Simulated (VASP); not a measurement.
Write the native input for VASP 6.6.1 that does the following.

* Task: relaxation of cell and atoms
* Functional: PBE
* Dispersion: D3(BJ)
* Potentials or basis: VASP PAW PBE potentials, release 64 (Ti_sv, S)
* Cutoff: 600 eV
* k mesh: 12 × 12 × 7
* Occupations: methfessel-paxton, width 0.1 eV
* Spin: no spin polarisation
* Further INCAR settings: ALGO = Normal; EDIFF = 1e-06; IBRION = 2; EDIFFG = -0.01; NSW = 90; ISIF = 3

The structure of TiS2 lies in POSCAR:

```
TiS2
1.0
    3.4120000000      0.0000000000      0.0000000000
   -1.7060000000      2.9548786777      0.0000000000
    0.0000000000      0.0000000000      5.6950000000
Ti S
1 2
Direct
    0.0000000000      0.0000000000      0.0000000000
    0.3333333333      0.6666666667      0.2500000000
    0.6666666667      0.3333333333      0.7500000000
```

The input as run:

INCAR

```
SYSTEM = TiS2
  PREC = Accurate
  ENCUT = 600
  EDIFF = 1E-6
  ISMEAR = 1
  SIGMA = 0.1
  LREAL = .FALSE.
  LASPH = .TRUE.
  NELM = 80
  ALGO = Normal
  ISIF = 3
  LWAVE = .FALSE.
  LCHARG = .FALSE.
  GGA = PE
  IVDW = 12
  IBRION = 2
  NSW = 90
  EDIFFG = -0.01
```

KPOINTS

```
regular mesh
0
G
  12 12 7
  0 0 0
```

Potentials or basis: VASP PAW PBE potentials, release 64 (Ti_sv, S).

Run with:

```console
$ cat potpaw_PBE.64/Ti_sv/POTCAR potpaw_PBE.64/S/POTCAR > POTCAR
$ mpirun -np 1 vasp_std > vasp.out
```

It gave:

| Item | Value |
| --- | --- |
| Relaxed volume | 17.98 Å³/atom |
| Relaxed cell | a = 3.358 Å, b = 3.358 Å, c = 5.523 Å, α = 90.00°, β = 90.00°, γ = 120.00° |
| Space group after relaxing (to 0.05 Å) | P-3m1 (No. 164) |
| Energy gained by relaxing | 8.8 meV/atom |
| Ionic steps | 15 |
| Pressure after relaxing | 0.0 GPa |
| Largest force after relaxing | 0.003 eV/Å |
| Band gap on the k mesh | none (metal or under the smearing width) |
| Dispersion energy per atom | -0.410 eV |

Caveat: pairwise dispersion overbinds metals, which lowers pressure and volume.

Run time: 11 min on 1 thread of Intel(R) Xeon(R) 6975P-C (Granite Rapids), with other jobs on the host, peak memory 0.28 GiB.
